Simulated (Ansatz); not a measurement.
Input and command of a calculation in Ansatz (plane waves; scalar-relativistic PAW potentials unless the input names others):

```yaml
crystal:
  lattice:
    - [-3.3202500371, 0.0, 0.0]
    - [0.0, -3.3202500371, 0.0]
    - [0.0, 0.0, 11.2903878865]
  atoms:
    - { symbol: Nb, position: [0.0, 0.0, 0.7501874488] }
    - { symbol: Nb, position: [0.5, 0.5, 0.2501874488] }
    - { symbol: Nb, position: [0.5, 0.0, 0.5001874488] }
    - { symbol: Nb, position: [0.0, 0.5, 0.0001874488] }
    - { symbol: P, position: [1.0, 0.0, 0.3324411262] }
    - { symbol: P, position: [0.5, 0.5, 0.8324411262] }
    - { symbol: P, position: [1.0, 0.5, 0.5824411262] }
    - { symbol: P, position: [0.5, 0.0, 0.0824411262] }
basis:
  ecutwfc: 420
kpoints:
  mp_grid: { grid: [14, 14, 4] }
hamiltonian:
  xc: pbesol
  dispersion: d3bj
scf:
  occupations: { method: gaussian, width: 0.15 }
output:
  forces: true
  eigenvalues: true
  stress: true
```

```bash
ansatz run input.yaml --threads 2 --pin off --max-ram 5120MiB --backend cpu --events-out ev --progress --plain --runs-dir out
```

Abridged log:
```
Pseudopotentials: kind: paw
Pseudopotential: Nb, paw, valence charge 13, recommended cutoff 420 eV (normal)
Pseudopotential: P, paw, valence charge 5, recommended cutoff 420 eV (normal)
Functional definition: PBEsol
Crystal: 8 atoms, lattice volume = 124.466 Å³
Basis set: ecut = 420 eV, 2477 PW (Γ), exchange–correlation on 48×48×160 points (8 copies of the dense FFT grid, shifted against one another)
Bands: 44, of which v1, the nominal top of the filled ones, is band 36 counted from 1 (35 counted from 0)
Symmetry: 16 space group operations
Space group: I41md (ITA 109), of the structure as read, at distance tolerance 5.0e-5 Å
k-points: 108 of 784 (time reversal used)
Initial density: superposition of atomic densities (neutral atoms: chi_scale 0, normalization atom), corrected by the library's trained network
Initial wavefunctions: pseudopotential atomic-orbital guess
Functional: x = pbesol(κ = 0.804, μ = 0.12345679), c = pbesol(β = 0.046)
SCF iter   1: F=—  HF=-20955.586162 eV  |F-HF|=—  |Δ(HF+E_count)|=         —  Δρ=8.38e-3  dr2=5.20e-2  ethr=1.77e-3  ⟨swp⟩=5.9  Hψ=19372  notcnv=0
SCF iter   2: F=—  HF=-20955.579205 eV  |F-HF|=—  |Δ(HF+E_count)|=   6.96e-3  Δρ=4.72e-3  dr2=1.66e-2  ethr=7.22e-5  ⟨swp⟩=1.1  Hψ=5625  notcnv=0
SCF iter   3: F=—  HF=-20955.576988 eV  |F-HF|=—  |Δ(HF+E_count)|=   2.22e-3  Δρ=6.18e-4  dr2=5.39e-4  ethr=2.30e-5  ⟨swp⟩=2.6  Hψ=7084  notcnv=0
SCF iter   4: F=—  HF=-20955.576866 eV  |F-HF|=—  |Δ(HF+E_count)|=   1.23e-4  Δρ=1.15e-4  dr2=1.31e-5  ethr=7.48e-7  ⟨swp⟩=2.0  Hψ=6222  notcnv=0
SCF iter   5: F=—  HF=-20955.576841 eV  |F-HF|=—  |Δ(HF+E_count)|=   2.44e-5  Δρ=2.74e-5  dr2=1.04e-6  ethr=1.83e-8  ⟨swp⟩=2.8  Hψ=8051  notcnv=0
SCF iter   6: F=-20955.576841 eV  HF=-20955.576841 eV  |F-HF|=5.31e-9  |Δ(HF+E_count)|=   1.99e-7  Δρ=5.29e-6  dr2=3.04e-8  ethr=1.39e-10  ⟨swp⟩=9.3  Hψ=19918  notcnv=0
SCF 1 converged in 6 iterations: F = -20955.576841 eV  dr2 = 3.04e-8
SCF converged after 6 iterations
Free energy (F): -20955.576841 eV
Harris-Foulkes:  -20955.576841 eV  (|F-HF|=5.31e-9)
Internal energy: -20955.563891 eV  (E = F + TS)
E sigma→0 (E₀):  -20955.570366 eV
Entropy (-TS):   -0.012951 eV (-1.619 meV/atom)
Fermi energy:    15.352528 eV
  E_disp       = -4.752972  (pairwise vdW)
--- Forces (eV/Å), atoms counted from 1 ---
  atom   1  Nb     0.00000000     0.00000000    -0.00325666
  atom   2  Nb     0.00000000     0.00000000    -0.00325666
  atom   3  Nb     0.00000000     0.00000000    -0.00325666
  atom   4  Nb     0.00000000     0.00000000    -0.00325666
  atom   5  P      0.00000000     0.00000000     0.00326284
  atom   6  P      0.00000000     0.00000000     0.00326284
  atom   7  P      0.00000000     0.00000000     0.00326284
  atom   8  P      0.00000000     0.00000000     0.00326284
--- Stress (GPa, compression-positive) ---
       -6.265400       0.000000       0.000000
        0.000000      -6.265400       0.000000
        0.000000       0.000000      -6.248924
  P = ⅓ Tr σ = -6.2599 GPa (-62.599 kbar)
```

Apart from outputs and empty bands, the input differs from a reference run on usual settings in hamiltonian.dispersion: not typed → "d3bj". The reference, at the same geometry, gave pressure 0.00 GPa, largest force 0.003 eV/Å, no gap on the mesh. This run converged in 6 SCF iterations (reference: 6) with an energy at zero smearing 594 meV/atom below the reference's (the Hamiltonian itself differs), pressure -6.26 GPa, largest force 0.003 eV/Å, no gap on the mesh.

Time: 15 s on 2 threads of Intel(R) Xeon(R) Platinum 8488C (Sapphire Rapids) (shared host), peak memory 0.71 GiB.